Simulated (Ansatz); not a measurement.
Rows from a G0W0 calculation on InSe (layers cut from the bulk crystal) (Ansatz 0.2.0; G0W0 on PBE, plane waves, PAW; 6×6×1 mesh, 1259 empty bands, screening to 70 eV), in eV. Spin-orbit coupling is left out.

```tsv
row	k	band	start	Σx	Σc at the solution	Vxc
A	Γ	c2	-4.149	-10.877	-2.711	-13.976
B	Γ	v1	-5.538	-15.217	0.849	-14.084
C	Γ	v2	-6.089	-15.251	1.152	-13.605
D	Γ	c3	-3.729	-10.704	-3.068	-14.197
E	Γ	v3	-6.355	-17.955	1.806	-15.693
F	Γ	c1	-4.696	-10.678	-2.699	-13.610
```

Q: Work out each quasiparticle level and how far it moved.

The quasiparticle equation reads E = start + Σx + Σc(E) − Vxc.

```tsv
row	E (eV)	shift (eV)
A	-3.761	+0.388
B	-5.823	−0.284
C	-6.583	−0.494
D	-3.304	+0.425
E	-6.811	−0.456
F	-4.464	+0.233
```

The gap over the computed points goes from 0.84 eV to 1.36 eV.

Limits: not at the basis limit; coarse mesh for a sheet; no spin-orbit coupling.

[Paths, hosts, dates, memory and timing lines, banners, echoed tables and standing remarks are left out of the program output.]

[Logs are printed without paths, hosts, clocks, repeated set-up lines and the standing remarks that a program may print on its own settings, such as how far it seeks lower states.]

[Runs of the session that timed out or met a known fault of the program may be left out.]

[Cells called generated may have been cut or substituted from an entry of the Crystallography Open Database or the Materials Project.]

[Hosts, paths, dates, database ids (printed as entryN), source tags and the programs' standing remarks are cut or masked in the printed files.]
